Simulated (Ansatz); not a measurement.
Runs of Ansatz 0.2.0 on SiNi3. Symmetry: R-3m, No. 166, trigonal system. Conventional cell: a = 2.586 Å, b = 2.586 Å, c = 22.986 Å, α = 90.00°, β = 90.00°, γ = 120.00°. Ni (site symmetry 3m) has 3 Si at 2.34 Å and 9 Ni at 2.52 to 2.59 Å as nearest neighbours. Ni (site symmetry -3m) has 12 Ni at 2.52 to 2.59 Å as nearest neighbours. Around Si (site symmetry -3m) lie 6 Ni at 2.34 Å and 6 Si at 2.59 Å. The cell comes from a database or a generator and needn't be the stable form of this composition.

```tsv
level	U	gap on the mesh (eV)	pressure (GPa)	moment (μB)	largest force (eV/Å)
PBEsol	-	none	-6.3	0.48	0.06
PBEsol+U	Ni d U = 8 eV	none	(c)	1.36	0.26
PBEsol+U	Ni d U = 4 eV	none	-0.9	(b)	0.25
PBEsol+U	Ni d U = 2 eV	none	-6.2	0.82	0.11
PBEsol+U	Ni d U = 6 eV	none	-1.9	1.29	(a)
```

Alike in all rows: task density of states; potentials or basis all-electron LAPW, scalar-relativistic; spin collinear, ferromagnetic start; cell as given; k mesh 12 × 12 × 12; cutoff (eV) 280; smearing fermi-dirac 0.05 eV; basis error allowed 0.002 eV/atom.

**Question.** Fill in the values left out.

**Answer.** (a) 0.20; (b) 1.14; (c) 0.2.

Caveats: the magnetic state may not be the lowest (some runs); U is the effective U less J, on atomic orbitals that reach past the spheres (some runs); the U is typed as a test and isn't derived for this compound (some runs).

A gap of «none» marks a metal or a gap under the smearing width.
